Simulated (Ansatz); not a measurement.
**Cu: band structure with r2SCAN**

The system is Cu.

```
CELL_PARAMETERS angstrom
2.53410 0.00000 0.00000
-1.26705 2.19459 0.00000
0.00000 0.00000 4.11257
ATOMIC_POSITIONS crystal
Cu 0.66667 0.33333 0.75000
Cu 0.33333 0.66667 0.25000
```

This isn't the form of Cu at room conditions, which is fcc.

```
Program                             : Ansatz 0.2.0
Task                                : band structure
Functional                          : r2SCAN
Potentials or basis                 : Ansatz PAW
Cutoff                              : 500 eV (not typed: the program's choice for these potentials)
k mesh                              : 12 × 12 × 7
Occupations                         : fermi-dirac, width 0.05 eV
Spin                                : no spin polarisation
Path                                : [["G", "M", "K", "G", "A", "L", "H", "A"], ["L", "M"], ["K", "H"]]
Points for each segment of the path : 14
```

```
Pressure               : 0.4 GPa
Band gap on the k mesh : none (metal or under the smearing width)
```

Stress tensor (GPa, compression positive):
```
0.29 0.00 0.00
0.00 0.29 0.00
0.00 0.00 0.57
```

Levels at the corners of the path, in eV from the Fermi level:
```tsv
point	band 16	band 17	band 18	band 19	band 20	band 21	band 22	band 23
Γ	-2.60	-2.60	-1.79	-1.79	-1.08	4.27	22.36	22.99
M	-1.69	-1.63	-1.58	0.01	1.73	8.30	8.83	11.28
K	-1.87	-1.87	-1.79	3.14	3.67	3.67	11.02	11.61
Γ	-2.60	-2.60	-1.79	-1.79	-1.08	4.27	22.36	22.99
A	-3.16	-2.02	-2.02	-2.02	-2.02	13.43	13.43	23.11
L	-1.97	-1.62	-1.62	0.49	0.49	5.29	5.29	17.10
H	-2.58	-1.75	-1.75	4.28	4.28	5.85	5.85	7.54
A	-3.16	-2.02	-2.02	-2.02	-2.02	13.43	13.43	23.11
L	-1.97	-1.62	-1.62	0.49	0.49	5.29	5.29	17.10
M	-1.69	-1.63	-1.58	0.01	1.73	8.30	8.83	11.28
K	-1.87	-1.87	-1.79	3.14	3.67	3.67	11.02	11.61
H	-2.58	-1.75	-1.75	4.28	4.28	5.85	5.85	7.54
```

Run time: 5.2 s on 2 threads of Arm Neoverse V2, with other jobs on the host, peak memory 0.37 GiB.

Caveat: the PAW data sets come from PBE, with cores solved anew for the run's functional, which leaves a small shift of forces and pressure.
